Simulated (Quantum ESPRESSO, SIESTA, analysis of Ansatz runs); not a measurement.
# Si_Al in AlN (P6_3mc): how far do the levels depend on the basis, the k-points and the program? (SIESTA and Quantum ESPRESSO), part 2 of 4

We place the charge-transition levels of Si_Al in AlN (P6_3mc) with atom-centred orbitals, then repeat the energies at other levels of method to see what holds. Model: a cell of 72 host atoms with 1 Al taken out and 1 Si put in.

SIESTA and Quantum ESPRESSO ; SIESTA numerical-orbital DFT, PBEsol, DZP basis, PseudoDojo 0.4.1 potentials converted to PSML; charged supercells in a uniform background, point-charge correction with alignment at far sites.

So far. Step 2 (Band edges): The gap at this level is 4.15 eV.

## Step 3: Relaxing each charge state

Level of this step: SIESTA numerical-orbital DFT, PBEsol, DZP basis, PseudoDojo 0.4.1 potentials converted to PSML; relaxation of all atoms of a defect supercell (SIESTA).

Each state starts from the atoms near the defect displaced at random, so that no symmetry of the ideal site is imposed. An odd electron count needs spin polarisation, and the total moment is held fixed to keep the state apart from its neighbours in spin. Charge 0 is shown in full.

Input file defect.fdf:

```
SystemName                      Al35SiN36
SystemLabel                     defect
NumberOfSpecies                 3
NumberOfAtoms                   72
%block ChemicalSpeciesLabel
  1   13 Al
  2    7 N
  3   14 Si
%endblock ChemicalSpeciesLabel
LatticeConstant                 1.0 Ang
%block LatticeVectors
     9.367059000    -0.000018000     0.000000000
    -4.683543000     8.112102000     0.000000000
     0.000000000     0.000000000    10.010830000
%endblock LatticeVectors
AtomicCoordinatesFormat         Fractional
%block AtomicCoordinatesAndAtomicSpecies
     0.220620040     0.115449815     0.250001260  1
     0.112793040     0.218149042     0.498234035  1
     0.221107755     0.106041999     0.442869075  2
     0.108638374     0.216236253     0.189271645  2
     0.221663171     0.115972851     0.748364529  1
     0.111111439     0.222221811     0.999630900  1
     0.222222440     0.111110906     0.940357193  2
     0.113014959     0.220514711     0.686311056  2
     0.222715769     0.449866643     0.250788605  1
     0.106271376     0.550499798     0.501497204  1
     0.219651217     0.439073932     0.442806073  2
     0.116804581     0.559874082     0.191685150  2
     0.224811021     0.450493207     0.750502005  1
     0.111111439     0.555555145     0.999630900  1
     0.222222440     0.444444239     0.940357193  2
     0.111527454     0.550438420     0.690340842  2
     0.224469651     0.780969261     0.253860253  1
     0.111111439     0.888888478     0.499630900  1
     0.225664419     0.782309774     0.443558364  2
     0.111110894     0.888889094     0.190357243  2
     0.223113514     0.779876468     0.754324902  1
     0.111111439     0.888888478     0.999630900  1
     0.222222440     0.777777572     0.940357193  2
     0.111110894     0.888889094     0.690357243  2
     0.555555227     0.111111522     0.249630950  1
     0.444056812     0.225600421     0.495933268  1
     0.555555773     0.111110906     0.440357193  2
     0.447288016     0.227812821     0.188254314  2
     0.555555227     0.111111522     0.749630950  1
     0.444444773     0.222221811     0.999630900  1
     0.555555773     0.111110906     0.940357193  2
     0.443661411     0.222872562     0.685499901  2
     0.558657515     0.447523220     0.245558568  1
     0.447458989     0.554770499     0.503423217  3
     0.554802783     0.439140769     0.442179369  2
     0.450396150     0.558212725     0.191620253  2
     0.552752264     0.447790569     0.749868258  1
     0.444444773     0.555555145     0.999630900  1
     0.555555773     0.444444239     0.940357193  2
     0.442489796     0.554083743     0.695071410  2
     0.555016482     0.780075602     0.245273534  1
     0.438941964     0.888468082     0.499078583  1
     0.558094543     0.781341132     0.444370376  2
     0.449412308     0.889326958     0.192609618  2
     0.559617691     0.782770253     0.752167451  1
     0.444444773     0.888888478     0.999630900  1
     0.555555773     0.777777572     0.940357193  2
     0.439393528     0.889336413     0.691034408  2
     0.888888561     0.111111522     0.249630950  1
     0.777778106     0.222221811     0.499630900  1
     0.888889106     0.111110906     0.440357193  2
     0.777777560     0.222222428     0.190357243  2
     0.888888561     0.111111522     0.749630950  1
     0.777778106     0.222221811     0.999630900  1
     0.888889106     0.111110906     0.940357193  2
     0.777777560     0.222222428     0.690357243  2
     0.888888561     0.444444855     0.249630950  1
     0.781390867     0.557705551     0.495597060  1
     0.888889106     0.444444239     0.440357193  2
     0.777309414     0.550058796     0.191100110  2
     0.888888561     0.444444855     0.749630950  1
     0.777778106     0.555555145     0.999630900  1
     0.888889106     0.444444239     0.940357193  2
     0.779167836     0.555731126     0.685515734  2
     0.894651238     0.782533752     0.249376744  1
     0.778919097     0.884213418     0.499650149  1
     0.887068272     0.779325537     0.444537808  2
     0.772900164     0.885400802     0.187465755  2
     0.891882347     0.776159347     0.752880753  1
     0.777778106     0.888888478     0.999630900  1
     0.888889106     0.777777572     0.940357193  2
     0.777769992     0.883989798     0.692348008  2
%endblock AtomicCoordinatesAndAtomicSpecies
%block kgrid.MonkhorstPack
    1   0   0  0.25
    0   1   0  0.25
    0   0   1  0.25
%endblock kgrid.MonkhorstPack
XC.Functional                   GGA
XC.Authors                      PBEsol
PAO.BasisSize                   DZP
PAO.EnergyShift                 0.005 Ry
Mesh.Cutoff                     300 Ry
Spin                            polarized
%block DM.InitSpin
    11   0.200
    34   0.200
    35   0.200
    40   0.200
    43   0.200
%endblock DM.InitSpin
Spin.Fix                        true
Spin.Total                      1.0
OccupationFunction              FD
ElectronicTemperature           0.01 eV
MaxSCFIterations                150
SCF.MustConverge                true
SCF.Mixer.Method                Pulay
SCF.Mixer.Weight                0.1
SCF.Mixer.History               10
SCF.DM.Tolerance                3.0e-4
SCF.H.Tolerance                 3.0e-3 eV
WriteForces                     true
Charge.Mulliken                 end
SaveRho                         true
SaveElectrostaticPotential      true
Charge.Hirshfeld                end
Charge.Voronoi                  end
MD.TypeOfRun                    Broyden
MD.Steps                        90
MD.MaxForceTol                  0.04 eV/Ang
MD.MaxDispl                     0.15 Ang
WriteCoorStep                   true
AtomCoorFormatOut               Fractional
```

The run is started by

```bash
OMP_NUM_THREADS=1 siesta defect.fdf > defect.out
```

The log of the run:

```text
Version         : 5.4.2

                           ***********************
                           *  WELCOME TO SIESTA  *
                           ***********************

[...]
reinit: Reading from file defect.fdf

reinit: -----------------------------------------------------------------------
reinit: System Name: Al35SiN36
reinit: -----------------------------------------------------------------------
reinit: System Label: defect
reinit: -----------------------------------------------------------------------

[...]
initatom: Reading input for the pseudopotentials and atomic orbitals ----------
Species number:   1 Atomic number:   13 Label: Al
Species number:   2 Atomic number:    7 Label: N
Species number:   3 Atomic number:   14 Label: Si

[... pseudopotential checks and orbital generation ...]

prinput: Basis input

PAO.BasisType split

%block ChemicalSpeciesLabel
    1   13 Al                      # Species index, atomic number, species label
    2    7 N                       # Species index, atomic number, species label
    3   14 Si                      # Species index, atomic number, species label
%endblock ChemicalSpeciesLabel

%block PAO.Basis                 # Define Basis set
# WARNING: This information might be incomplete!
Al                    2                    # Species label, number of l-shells
 n=3   0   2                         # n, l, Nzeta
   6.641      4.635
   1.000      1.000
 n=3   1   2 P   1                   # n, l, Nzeta, Polarization, NzetaPol
   8.738      6.223
   1.000      1.000
N                     2                    # Species label, number of l-shells
 n=2   0   2                         # n, l, Nzeta
   4.265      2.697
   1.000      1.000
 n=2   1   2 P   1                   # n, l, Nzeta, Polarization, NzetaPol
   5.254      3.313
   1.000      1.000
Si                    2                    # Species label, number of l-shells
 n=3   0   2                         # n, l, Nzeta
   5.819      3.988
   1.000      1.000
 n=3   1   2 P   1                   # n, l, Nzeta, Polarization, NzetaPol
[...]
%endblock PAO.Basis

prinput: ----------------------------------------------------------------------

coor:   Atomic-coordinates input format  =     Fractional

[...]
siesta: System type = bulk

initatomlists: Number of atoms, orbitals, and projectors:     72   936   936

[... echo of the settings ...]

siesta: k-grid: Number of k-points = 1
siesta: k-points from Monkhorst-Pack grid
siesta: k-cutoff (effective) =     4.684 Ang
siesta: k-point supercell and displacements
siesta: k-grid:     1     0     0      0.250
siesta: k-grid:     0     1     0      0.250
siesta: k-grid:     0     0     1      0.250

diag: Algorithm                                     = D&C
diag: Absolute tolerance                            =  0.100E-15
diag: Orthogonalization factor                      =  0.100E-05

superc: Internal auxiliary supercell:     5 x     5 x     3  =      75
superc: Number of atoms, orbitals, and projectors:   5400  70200  70200

                     ====================================
                        Begin Broyden opt. move =      0
                     ====================================

[...]
superc: Internal auxiliary supercell:     5 x     5 x     3  =      75
superc: Number of atoms, orbitals, and projectors:   5400  70200  70200

outcell: Unit cell vectors (Ang):
        9.367059   -0.000018    0.000000
       -4.683543    8.112102    0.000000
        0.000000    0.000000   10.010830

outcell: Cell vector modules (Ang)   :    9.367059    9.367058   10.010830
outcell: Cell angles (23,13,12) (deg):     90.0000     90.0000    120.0002
outcell: Cell volume (Ang**3)        :    760.6875
[...]
Initializing Density Matrix...

[...]
DM filled with atomic data (user-defined):

InitMesh: MESH = 90 x 90 x 108 = 874800
InitMesh: Mesh cutoff (required, used) =   300.000   321.669 Ry

[...]
iscf     Eharris(eV)        E_KS(eV)     FreeEng(eV)     dDmax     Ef_up Ef_dn(eV) dHmax(eV)
   scf:    1   -12103.119979   -12447.721475   -12447.721475  0.750121 -3.873090 -4.424135  9.545482
[...]
scf:    2   -12527.430297   -12489.644470   -12489.644470  0.166627 -3.691090 -4.142210  6.821750
[...]
scf:    3   -12559.955392   -12538.360562   -12538.360758  0.217981 -3.436037 -3.686420  1.713943
[...]
scf:    4   -12538.999518   -12538.795664   -12538.796507  0.087147 -3.340409 -3.579371  0.332898
[...]
scf:    5   -12538.796861   -12538.805432   -12538.806525  0.014904 -3.329348 -3.560691  0.184681
[...]
scf:    6   -12538.828521   -12538.817975   -12538.819046  0.005197 -3.332011 -3.554089  0.121072
[...]
scf:    7   -12538.832369   -12538.825676   -12538.826696  0.004864 -3.334715 -3.547432  0.080706
[...]
scf:    8   -12538.833656   -12538.829970   -12538.830873  0.007060 -3.344440 -3.547895  0.042254
[...]
scf:    9   -12538.831196   -12538.830625   -12538.831486  0.003647 -3.346591 -3.545234  0.029622
[...]
scf:   10   -12538.831080   -12538.830865   -12538.831695  0.001012 -3.348971 -3.546234  0.018234
[...]
spin moment: {S} , |S| = {        0.0        0.0    1.00000 }     1.00000

SCF Convergence by DM+H criterion
[...]
iscf     Eharris(eV)        E_KS(eV)     FreeEng(eV)     dDmax     Ef_up Ef_dn(eV) dHmax(eV)
   scf:    1   -12540.406635   -12540.417956   -12540.418234  0.003202 -3.198710 -3.434192  0.051221
[...]
scf:    2   -12540.412117   -12540.416322   -12540.416585  0.002988 -3.198341 -3.437903  0.143950
[...]
scf:    3   -12540.418662   -12540.418211   -12540.418485  0.002254 -3.198630 -3.437550  0.003752
[...]
scf:    4   -12540.418232   -12540.418222   -12540.418494  0.000100 -3.198666 -3.437898  0.002498
     spin moment: {S} , |S| = {        0.0        0.0    1.00000 }     1.00000

SCF Convergence by DM+H criterion
[...]
SCF cycle converged after 4 iterations

[...]
siesta: E_KS(eV) =           -12540.4182

siesta: Atomic forces (eV/Ang):
     1   -0.001929   -0.003235    0.013761
     2   -0.004421   -0.014653    0.011387
     3    0.005089    0.008304    0.009551
     4    0.003215   -0.011402   -0.021208
     5    0.007549   -0.005642    0.011859
     6    0.013612    0.005766   -0.021687
     7    0.009704   -0.011270    0.006812
     8    0.003197   -0.018695    0.006537
     9   -0.014536   -0.010204   -0.017388
    10   -0.017496    0.026361    0.001494
[...]
68    0.000568   -0.001076    0.008953
    69   -0.004584    0.000626    0.003382
    70    0.001898    0.007536    0.013321
    71   -0.003273    0.002314    0.004763
    72    0.008004    0.014609   -0.001105
   Tot    0.003669   -0.000293    0.051291
   Max    0.030596
   Res    0.010942    sqrt( Sum f_i^2 / 3N )
   Max    0.030596    constrained

Stress tensor Voigt[x,y,z,yz,xz,xy] (kbar):        5.18       16.67      -10.54       -0.98       -0.96       11.12
[...]
outcoor: Relaxed atomic coordinates (fractional):
    0.22237820    0.11102728    0.24965287   1       1  Al
    0.11192013    0.22169541    0.50021447   1       2  Al
    0.22236643    0.11141285    0.44038749   2       3  N
    0.11230803    0.22333949    0.19123282   2       4  N
    0.22241858    0.11057751    0.74987292   1       5  Al
    0.11090037    0.22279556    0.99996840   1       6  Al
    0.22149007    0.11153038    0.94023846   2       7  N
    0.11212150    0.22250804    0.69001358   2       8  N
    0.22406718    0.44529674    0.24931842   1       9  Al
    0.11241570    0.55715722    0.50084889   1      10  Al
    0.23482013    0.45089692    0.44372861   2      11  N
    0.11285770    0.55585746    0.19189759   2      12  N
    0.22126419    0.44451346    0.74980167   1      13  Al
    0.11133466    0.55556510    1.00085978   1      14  Al
    0.22298589    0.44517614    0.93946763   2      15  N
    0.11164141    0.55532904    0.69019366   2      16  N
    0.22295568    0.77872972    0.24987026   1      17  Al
    0.11146601    0.88860307    0.50024162   1      18  Al
    0.22286891    0.77820835    0.44006509   2      19  N
    0.11143742    0.88899346    0.19071848   2      20  N
[...]
0.44431645    0.55703073    0.49988804   3      34  Si
[...]
0.77795397    0.55557025    1.00033725   1      62  Al
[...]
0.77826499    0.55529033    0.69029383   2      64  N
    0.88942442    0.77797920    0.24974625   1      65  Al
    0.77838935    0.88921046    0.50094799   1      66  Al
    0.88831040    0.77783501    0.44046598   2      67  N
    0.77770134    0.88877485    0.19116013   2      68  N
    0.88965007    0.77752620    0.75052941   1      69  Al
    0.77776709    0.88915755    0.99975097   1      70  Al
    0.88847291    0.77787215    0.94106633   2      71  N
    0.77792841    0.88784251    0.69071466   2      72  N

[...]
siesta: Final energy (eV):
siesta:  Band Struct. =   -3889.646815
siesta:       Kinetic =    7936.602037
siesta:       Hartree =    2754.534474
[...]
siesta:         Exch. =   -3721.087439
siesta:         Corr. =    -399.524753
[...]
siesta:   Exch.-corr. =   -4120.612192
siesta:  Ion-electron =  -12834.158424
siesta:       Ion-ion =   -6276.784118
[...]
siesta:         Total =  -12540.418222
siesta:      Fermi_up =      -3.198666
siesta:      Fermi_dn =      -3.437898

siesta: Stress tensor (static) (eV/Ang**3):
siesta:     0.003232    0.006944   -0.000597
siesta:     0.006944    0.010404   -0.000609
siesta:    -0.000597   -0.000609   -0.006580

siesta: Cell volume =        760.687471 Ang**3

siesta: Pressure (static):
siesta:                Solid            Molecule  Units
siesta:          -0.00002561         -0.00002650  Ry/Bohr**3
siesta:          -0.00235158         -0.00243274  eV/Ang**3
siesta:          -3.76764720         -3.89767864  kBar

[...]
mulliken: Qtot =      145.000

[...]
mulliken: Qtot =      144.000

Mulliken Atomic Populations:
Atom #   charge [q] valence [e]      Sz [e]  Species
     1     0.197991    2.802009    0.016912  Al
     2     0.214569    2.785431    0.034146  Al
     3    -0.200694    5.200694    0.000605  N
     4    -0.201174    5.201174    0.003257  N
     5     0.204846    2.795154    0.016866  Al
     6     0.207759    2.792241    0.028175  Al
     7    -0.202559    5.202559    0.001067  N
     8    -0.203961    5.203961   -0.000612  N
     9     0.215251    2.784749    0.023010  Al
    10     0.215902    2.784098    0.045967  Al
    11    -0.212443    5.212443   -0.002681  N
    12    -0.200512    5.200512   -0.001490  N
    13     0.226528    2.773472    0.032937  Al
    14     0.209524    2.790476    0.022949  Al
    15    -0.203823    5.203823   -0.003996  N
    16    -0.193565    5.193565   -0.005020  N
    17     0.204145    2.795855    0.019253  Al
    18     0.220001    2.779999    0.022279  Al
    19    -0.197775    5.197775   -0.000909  N
    20    -0.204948    5.204948   -0.000485  N
[...]
34     0.034375    3.965625    0.071105  Si
[...]
62     0.212690    2.787310    0.018228  Al
[...]
64    -0.196725    5.196725   -0.001085  N
    65     0.198748    2.801252    0.017378  Al
    66     0.212053    2.787947    0.046181  Al
    67    -0.204895    5.204895    0.000702  N
    68    -0.204152    5.204152    0.001585  N
    69     0.201862    2.798138    0.019160  Al
    70     0.207267    2.792733    0.020430  Al
    71    -0.202113    5.202113    0.001450  N
    72    -0.202075    5.202075    0.001165  N
 Total     0.000000                1.000000

[...]
Job completed
```

Run time: 2.3 h. Hardware: 1 MPI rank of Arm Neoverse V2, shared host; peak memory 2.3 GiB.

The steps and moves of this run count from the displaced start.

The steps of the relaxation:

| step | energy less that of the first step (eV) | largest force (eV/Å) |
| --- | --- | --- |
| 0 | 0.0000 | 2.3060 |
| 1 | -1.0229 | 1.7317 |
| 2 | -1.3826 | 0.9974 |
| 3 | -1.5075 | 0.3935 |
| 4 | -1.5408 | 0.3106 |
| 5 | -1.5605 | 0.2566 |
| 6 | -1.5737 | 0.1295 |
| 7 | -1.5806 | 0.0873 |
| 8 | -1.5847 | 0.0556 |
| 9 | -1.5872 | 0.0378 |

The atoms that moved most (Å):

| atom | dx | dy | dz | length |
| --- | --- | --- | --- | --- |
| N40 | 0.018 | 0.015 | -0.154 | 0.156 |
| N35 | -0.111 | 0.099 | 0.012 | 0.149 |
| N11 | 0.087 | 0.096 | 0.009 | 0.130 |
| N43 | -0.006 | -0.128 | -0.019 | 0.129 |
| Al37 | 0.057 | -0.031 | -0.010 | 0.066 |
| N4 | 0.001 | 0.058 | 0.019 | 0.061 |
| Al10 | 0.026 | 0.054 | -0.007 | 0.060 |
| Al26 | 0.017 | -0.033 | 0.043 | 0.057 |

Neighbours of Si34 at the end:

| atom | distance (Å) |
| --- | --- |
| N43 | 1.786 |
| N11 | 1.790 |
| N35 | 1.798 |
| N40 | 1.800 |
| Al9 | 3.080 |
| Al41 | 3.083 |
| Al13 | 3.088 |
| Al45 | 3.089 |
| Al37 | 3.093 |
| Al33 | 3.100 |
| N36 | 3.108 |
| Al10 | 3.110 |
| Al42 | 3.110 |
| Al66 | 3.120 |
| Al2 | 3.127 |
| Al58 | 3.139 |

Energies on the run's own zero. States near gap, by row:

| spin | k | band | energy (eV) | filled by count |
| --- | --- | --- | --- | --- |
| up | 0 | 141 | -8.608 | 1 |
| up | 0 | 142 | -8.572 | 1 |
| up | 0 | 143 | -8.519 | 1 |
| up | 0 | 144 | -8.406 | 1 |
| up | 0 | 145 | -3.261 | 1 |
| up | 0 | 146 | -3.136 | 0 |
| up | 0 | 147 | -2.939 | 0 |
| up | 0 | 148 | -2.899 | 0 |
| up | 0 | 149 | -2.855 | 0 |
| down | 0 | 140 | -8.757 | 1 |
| down | 0 | 141 | -8.604 | 1 |
| down | 0 | 142 | -8.567 | 1 |
| down | 0 | 143 | -8.514 | 1 |
| down | 0 | 144 | -8.402 | 1 |
| down | 0 | 145 | -3.131 | 0 |
| down | 0 | 146 | -3.099 | 0 |
| down | 0 | 147 | -2.856 | 0 |
| down | 0 | 148 | -2.819 | 0 |

The states that were run, at one point at (¼, ¼, ¼), on 1 MPI rank of Arm Neoverse V2, shared host:

| charge | moment (μB) | outcome | structures computed | largest displacement of a host atom from its site (Å) | lowest empty less highest filled level (eV) | time |
| --- | --- | --- | --- | --- | --- | --- |
| +1 | 0 | converged | 7 | 0.11 | 5.23 | 48 min |
| 0 | 1 | converged | 10 | 0.11 | 0.13 | 2.3 h |

Against the host's sites the lattice moves most at charge 0 (0.11 Å); the smallest move among the states is 0.11 Å.

[end of part 2 of 4]

[Logs are printed without paths, hosts, clocks, repeated set-up lines and the standing remarks that a program may print on its own settings, such as how far it seeks lower states.]

[Hosts, paths, dates, database ids (printed as entryN), source tags and the programs' standing remarks are cut or masked in the printed files.]

[For some hosts the program warned that the k-mesh of the response run may be too coarse for force constants and the static dielectric constant; such warnings are not shown here.]

[Charge tables in the logs are Mulliken or Hirshfeld populations, whose sizes and signs can differ; where basis functions stand at a vacancy, SIESTA counts their charge against the missing atom's valence.]

[In relaxation paths of CP2K, step 0 can be the structure after the first move, since the trajectory file begins there, and the last row can be the final structure solved once more.]
